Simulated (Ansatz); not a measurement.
## CdTe4: balancing the decomposition

The calculation used DFT PBE, scalar-relativistic, plane waves, PAW (Ansatz 0.2.0). All cells share a 420 eV cutoff and Γ-centred k meshes spaced at most about 0.3 Å⁻¹ (about 0.25 or finer for metals, 2π included). No spin polarisation.

Energies over the elements count from the elements' standard structures at the same level, with no fitted energy shifts.

Temperature and zero-point effects are left out. No dispersion correction is applied, so the spacing and binding between layers, chains or molecules are poorly described (CdTe4 P4/mmm). Spin–orbit coupling, which can matter for Te, is left out. The reference form of Te is held partly by dispersion forces, which this level lacks.

A trial structure of CdTe4 (reached from: random cell; relaxed: space group P4/mmm (No. 123), a = 4.466 Å, c = 8.525 Å) has a formation energy of 0.050 eV/atom. At its composition the lowest mixture among the elements and 1 reference phase computed alike (others may be missing) consists of these:

| phase | source | ΔE_f (eV/atom) |
| --- | --- | --- |
| Te (solid) | element | 0.000 |
| CdTe (F-43m) | COD | -0.464 |

Q: Write the balanced decomposition and find its energy per atom, per formula unit and per mole of formula units.

A: Balancing Cd and Te gives CdTe4 → 3 Te + CdTe. The left side holds 5 atoms, and the products take 3/5 (Te) and 2/5 (CdTe) of them. The mixture therefore lies at 3/5 × (0.000) + 2/5 × (-0.464) = -0.186 eV/atom. The reaction energy is -0.186 − (0.050) = -0.236 eV/atom. Times 5 atoms that is -1.180 eV per CdTe4, and times 96.485 it is -114 kJ per mole of CdTe4. Decomposition is downhill, so the trial structure is unstable against this mixture.
